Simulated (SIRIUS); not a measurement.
# Te (R-3m) in SIRIUS: convergence with wave cutoff

Aim: find how far wave cutoff must go before the results for Te settle, at PBE. This setting moves, with any that are tied to it; all else stays.

All numbers are computed with SIRIUS 7.12.0; they aren't measurements. Logs are shortened: lines on timing, memory, paths and dates and some standing lists are left out, and cuts for length are marked. The log counts tension as positive stress, the text compression.

## Step 1: Starting point

The structure is trigonal, space group R-3m (No. 166). Conventional cell: a = 4.612 Å, b = 4.612 Å, c = 5.073 Å, α = 90.00°, β = 90.00°, γ = 120.00°. Around Te (site symmetry -3m) lie 6 Te at 3.15 Å.

This isn't the form of Te at room conditions, which is trigonal, of chains.

## Step 2: With wave cutoff 139.3 eV

Contents of sirius.json:

```json
{
  "control": {
    "processing_unit": "cpu",
    "verbosity": 2,
    "num_bands_to_print": 9,
    "print_forces": true,
    "print_stress": true
  },
  "parameters": {
    "electronic_structure_method": "pseudopotential",
    "xc_functionals": ["XC_GGA_X_PBE", "XC_GGA_C_PBE"],
    "gk_cutoff": 3.2,
    "pw_cutoff": 10.0,
    "ngridk": [9, 9, 9],
    "shiftk": [0, 0, 0],
    "smearing": "gaussian",
    "smearing_width": 0.0018374661,
    "num_bands": 9,
    "num_mag_dims": 0,
    "num_dft_iter": 100,
    "energy_tol": 1e-08,
    "density_tol": 1e-06
  },
  "iterative_solver": {
    "type": "davidson",
    "min_tolerance": 1e-10
  },
  "mixer": {
    "type": "anderson",
    "beta": 0.7,
    "max_history": 8
  },
  "settings": {
    "tol_ne": 1e-10
  },
  "unit_cell": {
    "lattice_vectors": [
      [4.357527677288, 2.515819777515, 3.195439389793],
      [-4.357527677288, 2.515819777515, 3.195439389793],
      [0.0, -5.03163955503, 3.195439389793]
    ],
    "atom_coordinate_units": "lattice",
    "atom_types": ["Te"],
    "atom_files": {
      "Te": "Te.json"
    },
    "atoms": {
      "Te": [
        [0.5, 0.5, 0.5]
      ]
    }
  }
}
```

Potentials or basis: GBRV 1.5 PBE (ultrasoft).

Run with:

```console
> upf_to_json te_pbe_v1.uspp.F.UPF
> OMP_NUM_THREADS=1 sirius.scf --input=sirius.json --output=out.json --task=0
```

The program printed:

```text
[info] SIRIUS version : 7.12.0
[info] number of MPI ranks           : 1
[info] MPI grid                      : 1 1
[info] maximum number of OMP threads : 1
[fft] FFT context for density and potential
[fft] =====================================
[fft]   comm size                             : 1
[fft]   plane wave cutoff                     : 10
[fft]   grid size                             : 24 24 24   total : 13824
[fft]   grid limits                           : -11 12   -11 12   -11 12
[fft]   number of G-vectors within the cutoff : 1791
[fft]   local number of G-vectors             : 1791
[fft]   number of G-shells                    : 352
[fft] FFT context for coarse grid
[fft] =====================================
[fft]   comm size                             : 1
[fft]   plane wave cutoff                     : 6.4
[fft]   grid size                             : 15 15 15   total : 3375
[fft]   grid limits                           : -7 7   -7 7   -7 7
[fft]   number of G-vectors within the cutoff : 466
[fft]   local number of G-vectors             : 466
[fft]   number of G-shells                    : 101
[unit cell] lattice vectors
[unit cell]   a1 :       4.3575276773      2.5158197775      3.1954393898
[unit cell]   a2 :      -4.3575276773      2.5158197775      3.1954393898
[unit cell]   a3 :       0.0000000000     -5.0316395550      3.1954393898
[unit cell] reciprocal lattice vectors
[unit cell]   b1 :       0.7209575902      0.4162450588      0.6554325859
[unit cell]   b2 :      -0.7209575902      0.4162450588      0.6554325859
[unit cell]   b3 :       0.0000000000     -0.8324901176      0.6554325859
[unit cell] unit cell volume :       210.18490169 [a.u.^3]
[unit cell] 1/sqrt(omega)    :         0.06897620
[unit cell] MT volume        :         0.00000000 ( 0.00%)
[unit cell] IT volume        :       210.18490169 (100.00%)
[unit cell] number of atom types : 1
[unit cell] type id : 0 symbol : Te mt_radius : 200.087802 num_atoms : 1
[unit cell] total number of atoms : 1
[unit cell] number of symmetry classes : 1
[unit cell] number of PAW atoms : 0
[unit cell] atom id  type id  class id             position                      vector_field
[unit cell] ------------------------------------------------------------------------------------------
[unit cell]      0        0        0      0.50000   0.50000   0.50000      0.00000   0.00000   0.00000
[unit cell] atom id         position (Cartesian, a.u.)
[unit cell] ---------------------------------------------
[unit cell]      0       0.000000    0.000000    4.793159
[unit cell] class id : 0 atom id : 0
[unit cell] minimum bond length:     5.960556
[... 343 lines left out ...]
[find] Charges and magnetic moments
[find] --------------------------------------------------------------------------------
[find] total charge          : 6.000000
[find] Energy
[find] --------------------------------------------------------------------------------
[find] valence_eval_sum               :       0.29787488
[find] <rho|V^{XC}>                   :      -2.67385723
[find] <rho|E^{XC}>                   :      -7.20559801
[find] <mag|B^{XC}>                   :       0.00000000
[find] <rho|V^{H}>                    :       0.80963239
[find] one-electron contribution      :       2.16209972 (Ha),       4.32419944 (Ry)
[find] hartree contribution           :       0.40481620
[find] xc contribution                :      -7.20559801
[find] ewald contribution             :      -8.59726918
[find] PAW contribution               :       0.00000000
[find] smearing (-TS)                 :      -0.00004710
[find] SCF correction                 :       0.00000000
[find] Total energy                   :     -13.23595127 (Ha),     -26.47190254 (Ry)
[find] Free energy (E-TS)             :     -13.23599837 (Ha),     -26.47199674 (Ry)
[find] band gap (eV)                  :       0.00000000
[find] Efermi                         :       0.26640733
[find] iteration : 20, RMS (target) : 8.1351e-07 (1.0000e-06) , energy difference (target) : 1.1826e-09 (1.0000e-08)
[find] bands are converged : false
[find] iterative solver converged : true
[find] converged after 21 SCF iterations!
[find] Charges and magnetic moments
[find] --------------------------------------------------------------------------------
[find] total charge          : 6.000000
[find] Energy
[find] --------------------------------------------------------------------------------
[find] valence_eval_sum               :       0.29787488
[find] <rho|V^{XC}>                   :      -2.67385723
[find] <rho|E^{XC}>                   :      -7.20559801
[find] <mag|B^{XC}>                   :       0.00000000
[find] <rho|V^{H}>                    :       0.80963239
[find] one-electron contribution      :       2.16209972 (Ha),       4.32419944 (Ry)
[find] hartree contribution           :       0.40481620
[find] xc contribution                :      -7.20559801
[find] ewald contribution             :      -8.59726918
[find] PAW contribution               :       0.00000000
[find] smearing (-TS)                 :      -0.00004710
[find] SCF correction                 :       0.00000000
[find] Total energy                   :     -13.23595127 (Ha),     -26.47190254 (Ry)
[find] Free energy (E-TS)             :     -13.23599837 (Ha),     -26.47199674 (Ry)
[find] band gap (eV)                  :       0.00000000
[find] Efermi                         :       0.26640733
[ground_state] === stress tensor components [kbar] ===
[ground_state] === stress_kin ===
[ground_state] -2181.789778    0.000000   -0.000000
[ground_state]     0.000000-2181.789778   -0.000000
[ground_state]    -0.000000   -0.000000-2233.058773
[ground_state] === stress_har ===
[ground_state]  -212.090999    0.000000    0.000000
[ground_state]     0.000000 -212.090999    0.000000
[ground_state]     0.000000    0.000000 -142.466795
[ground_state] === stress_ewald ===
[ground_state]  3913.748712    0.000000    0.000000
[ground_state]     0.000000 3913.748712   -0.000000
[ground_state]     0.000000   -0.000000 4206.685662
[ground_state] === stress_vloc ===
[ground_state] -8345.788170    0.000000    0.000000
[ground_state]     0.000000-8345.788170    0.000000
[ground_state]     0.000000    0.000000-8730.328189
[ground_state] === stress_xc ===
[ground_state] -6254.835604   -0.000000    0.000000
[ground_state]    -0.000000-6254.835604    0.000000
[ground_state]     0.000000    0.000000-6253.332375
[ground_state] === stress_core ===
[ground_state]  7654.362429    0.000000    0.000000
[ground_state]     0.000000 7654.362429    0.000000
[ground_state]     0.000000    0.000000 7661.791384
[ground_state] === stress_nonloc ===
[ground_state]  6419.978227    0.000000    0.000000
[ground_state]     0.000000 6419.978227   -0.000000
[ground_state]     0.000000   -0.000000 6499.654865
[ground_state] === stress_us ===
[ground_state]  -981.836095    0.000000    0.000000
[ground_state]     0.000000 -981.836095   -0.000000
[ground_state]     0.000000   -0.000000 -998.528614
[ground_state] === stress_us_nl ===
[ground_state]  5438.142131    0.000000    0.000000
[ground_state]     0.000000 5438.142131   -0.000000
[ground_state]     0.000000   -0.000000 5501.126251
[ground_state] === stress_total ===
[ground_state]    11.748721   -0.000000   -0.000000
[ground_state]    -0.000000   11.748721   -0.000000
[ground_state]    -0.000000   -0.000000   10.417166
[ground_state] ==== total Forces in Ha/bohr =====
[ground_state] atom:    0, force:       0.0000000      0.0000000      0.0000000
[ground_state] ==== ultrasoft contribution from Qij =====
[ground_state] atom:    0, force:       0.0000000      0.0000000      0.0000000
[ground_state] ==== non-local contribution from Beta-projector =====
[ground_state] atom:    0, force:       0.0000000      0.0000000      0.0000000
[ground_state] ==== contribution from local potential =====
[ground_state] atom:    0, force:       0.0000000      0.0000000      0.0000000
[ground_state] ==== contribution from core density =====
[ground_state] atom:    0, force:       0.0000000      0.0000000      0.0000000
[ground_state] ==== Ewald forces from ions =====
[ground_state] atom:    0, force:       0.0000000      0.0000000      0.0000000
[~DFT_ground_state] local op. applied: 32852
[~DFT_ground_state] evp. work count: 13974.9
[~DFT_ground_state] number of iterative solver steps: 3516
```

It took 3 s on 1 thread of AMD EPYC 9R45 (Zen 5), shared host; peak memory 0.11 GiB.

Results:

- Free energy: -360.1699 eV
- Pressure: -1.1 GPa
- Band gap on the k mesh: none (metal or under the smearing width)

## Step 3: With wave cutoff 200.6 eV

Edit sirius.json of step 2 so:

```diff
@@ -11,4 +11,4 @@
     "xc_functionals": ["XC_GGA_X_PBE", "XC_GGA_C_PBE"],
-    "gk_cutoff": 3.2,
-    "pw_cutoff": 10.0,
+    "gk_cutoff": 3.84,
+    "pw_cutoff": 12.0,
     "ngridk": [9, 9, 9],
@@ -37,6 +37,7 @@
     "lattice_vectors": [
-      [4.357527677288, 2.515819777515, 3.195439389793],
-      [-4.357527677288, 2.515819777515, 3.195439389793],
-      [0.0, -5.03163955503, 3.195439389793]
+      [0.731060588057, 0.422078027314, 0.536097524195],
+      [-0.731060588057, 0.422078027314, 0.536097524195],
+      [0.0, -0.844156054628, 0.536097524195]
     ],
+    "lattice_vectors_scale": 5.9605561406,
     "atom_coordinate_units": "lattice",
```

Potentials or basis: GBRV 1.5 PBE (ultrasoft).

Run with:

```console
> upf_to_json te_pbe_v1.uspp.F.UPF
> OMP_NUM_THREADS=1 sirius.scf --input=sirius.json --output=out.json --task=0
```

Run time: 3.4 s. Hardware: 1 thread of AMD EPYC 9R45 (Zen 5), shared host; peak memory 0.12 GiB.

What came out:

```yaml
Free_energy: -360.4426 eV
Pressure: 1.1 GPa
Band_gap_on_the_k_mesh: none (metal or under the smearing width)
```

## Step 4: With wave cutoff 273.1 eV

Edit sirius.json of step 3 so:

```diff
@@ -11,4 +11,4 @@
     "xc_functionals": ["XC_GGA_X_PBE", "XC_GGA_C_PBE"],
-    "gk_cutoff": 3.84,
-    "pw_cutoff": 12.0,
+    "gk_cutoff": 4.48,
+    "pw_cutoff": 14.0,
     "ngridk": [9, 9, 9],
```

Run with:

```console
> upf_to_json te_pbe_v1.uspp.F.UPF
> OMP_NUM_THREADS=1 sirius.scf --input=sirius.json --output=out.json --task=0
```

It took 3.1 s on 1 thread of AMD EPYC 9R45 (Zen 5), shared host; peak memory 0.13 GiB.

What came out:

- Free energy: -360.4958 eV
- Pressure: 2.4 GPa
- Band gap on the k mesh: none (metal or under the smearing width)

## Step 5: With wave cutoff 356.7 eV

Edit sirius.json of step 4 so:

```diff
@@ -11,4 +11,4 @@
     "xc_functionals": ["XC_GGA_X_PBE", "XC_GGA_C_PBE"],
-    "gk_cutoff": 4.48,
-    "pw_cutoff": 14.0,
+    "gk_cutoff": 5.12,
+    "pw_cutoff": 16.0,
     "ngridk": [9, 9, 9],
```

Run with:

```console
> upf_to_json te_pbe_v1.uspp.F.UPF
> OMP_NUM_THREADS=1 sirius.scf --input=sirius.json --output=out.json --task=0
```

Wall time 5 s (1 thread of AMD EPYC 9R45 (Zen 5), shared host); peak memory 0.16 GiB.

What came out:

- Free energy: -360.5001 eV
- Pressure: 2.4 GPa
- Band gap on the k mesh: none (metal or under the smearing width)

## Step 6: With wave cutoff 451.4 eV

Edit sirius.json of step 5 so:

```diff
@@ -11,4 +11,4 @@
     "xc_functionals": ["XC_GGA_X_PBE", "XC_GGA_C_PBE"],
-    "gk_cutoff": 5.12,
-    "pw_cutoff": 16.0,
+    "gk_cutoff": 5.76,
+    "pw_cutoff": 18.0,
     "ngridk": [9, 9, 9],
@@ -37,7 +37,6 @@
     "lattice_vectors": [
-      [0.731060588057, 0.422078027314, 0.536097524195],
-      [-0.731060588057, 0.422078027314, 0.536097524195],
-      [0.0, -0.844156054628, 0.536097524195]
+      [4.357527677288, 2.515819777515, 3.195439389793],
+      [-4.357527677288, 2.515819777515, 3.195439389793],
+      [0.0, -5.03163955503, 3.195439389793]
     ],
-    "lattice_vectors_scale": 5.9605561406,
     "atom_coordinate_units": "lattice",
```

Potentials or basis: GBRV 1.5 PBE (ultrasoft).

Run with:

```console
> upf_to_json te_pbe_v1.uspp.F.UPF
> OMP_NUM_THREADS=1 sirius.scf --input=sirius.json --output=out.json --task=0
```

Run time: 5.6 s. Hardware: 1 thread of AMD EPYC 9R45 (Zen 5), shared host; peak memory 0.19 GiB.

The run converged. Its results:

```yaml
Free_energy: -360.5012 eV
Pressure: 2.5 GPa
Band_gap_on_the_k_mesh: none (metal or under the smearing width)
```

## Step 7: With wave cutoff 557.3 eV

Edit sirius.json of step 6 so:

```diff
@@ -11,4 +11,4 @@
     "xc_functionals": ["XC_GGA_X_PBE", "XC_GGA_C_PBE"],
-    "gk_cutoff": 5.76,
-    "pw_cutoff": 18.0,
+    "gk_cutoff": 6.4,
+    "pw_cutoff": 20.0,
     "ngridk": [9, 9, 9],
```

Run with:

```console
> upf_to_json te_pbe_v1.uspp.F.UPF
> OMP_NUM_THREADS=1 sirius.scf --input=sirius.json --output=out.json --task=0
```

Run time: 7.4 s. Hardware: 1 thread of AMD EPYC 9R45 (Zen 5), shared host; peak memory 0.23 GiB.

The run converged. Its results:

```
Free energy            : -360.5014 eV
Pressure               : 2.4 GPa
Band gap on the k mesh : none (metal or under the smearing width)
```

## Step 8: With wave cutoff 737 eV

Edit sirius.json of step 7 so:

```diff
@@ -11,4 +11,4 @@
     "xc_functionals": ["XC_GGA_X_PBE", "XC_GGA_C_PBE"],
-    "gk_cutoff": 6.4,
-    "pw_cutoff": 20.0,
+    "gk_cutoff": 7.36,
+    "pw_cutoff": 23.0,
     "ngridk": [9, 9, 9],
```

Run with:

```console
> upf_to_json te_pbe_v1.uspp.F.UPF
> OMP_NUM_THREADS=1 sirius.scf --input=sirius.json --output=out.json --task=0
```

Run time: 9 s. Hardware: 1 thread of AMD EPYC 9R45 (Zen 5), shared host; peak memory 0.3 GiB.

Results (log left out):

```yaml
Free_energy: -360.5016 eV
Pressure: 2.4 GPa
Band_gap_on_the_k_mesh: none (metal or under the smearing width)
```

## Step 9: With wave cutoff 941.8 eV

Edit sirius.json of step 8 so:

```diff
@@ -11,4 +11,4 @@
     "xc_functionals": ["XC_GGA_X_PBE", "XC_GGA_C_PBE"],
-    "gk_cutoff": 7.36,
-    "pw_cutoff": 23.0,
+    "gk_cutoff": 8.32,
+    "pw_cutoff": 26.0,
     "ngridk": [9, 9, 9],
```

Potentials or basis: GBRV 1.5 PBE (ultrasoft).

Run with:

```console
> upf_to_json te_pbe_v1.uspp.F.UPF
> OMP_NUM_THREADS=1 sirius.scf --input=sirius.json --output=out.json --task=0
```

Run time: 14 s. Hardware: 1 thread of AMD EPYC 9R45 (Zen 5), shared host; peak memory 0.41 GiB.

Results (log left out):

```
Free energy            : -360.5016 eV
Pressure               : 2.4 GPa
Band gap on the k mesh : none (metal or under the smearing width)
```

## Step 10: The series at a glance

```
wave cutoff  energy less the tightest run, at zero smearing (meV/atom)  pressure (GPa)  SCF cycles  CPU time (s)  peak memory (GiB)
   139.3 eV                                                     331.76           -1.13          21             3               0.11
   200.6 eV                                                      59.05            1.14          11           3.4               0.12
   273.1 eV                                                       5.87            2.37          10           3.1               0.13
   356.7 eV                                                       1.51            2.45          11             5               0.16
   451.4 eV                                                       0.47            2.45          11           5.5               0.19
   557.3 eV                                                       0.28            2.45          11           7.4               0.23
     737 eV                                                       0.07            2.45          11           8.9                0.3
   941.8 eV                                                       0.00            2.45          11            14               0.41
```

Against the tightest run, the energy stays within 1 meV/atom from 451.4 eV on; the pressure stays within 0.1 GPa from 273.1 eV on. The tightest run that finished is the yardstick and may itself not be fully converged.
